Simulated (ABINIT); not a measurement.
The system is WC (Qusongite).

```
W C
1.0
     2.90650    0.00000    0.00000
    -1.45325    2.51710    0.00000
     0.00000    0.00000    2.83660
W C
1 1
Direct
  0.00000 0.00000 0.00000
  0.66667 0.33333 0.50000
```

Base run:

```yaml
Program: ABINIT 10.8.3 (patched build)
Functional: PBEsol
Potentials_or_basis: PseudoDojo NC SR PBEsol v0.4 stringent
Cutoff: 1116 eV
k_mesh: 10 × 10 × 9
Occupations: fermi-dirac, width 0.05 eV
Spin: no spin polarisation
```

Its results: band gap on the k mesh none (metal or under the smearing width); pressure -3.1 GPa.

Question: The run is repeated on the same cell with these changes: functional from PBEsol to PBE; potentials or basis from PseudoDojo NC SR PBEsol v0.4 stringent to PseudoDojo NC SR PBE v0.4.1 standard. What comes out?

Answer: Band gap on the k mesh none (metal or under the smearing width); pressure 5.7 GPa.

Caveats: spin-orbit coupling is left out, which moves the levels of the heavy elements.
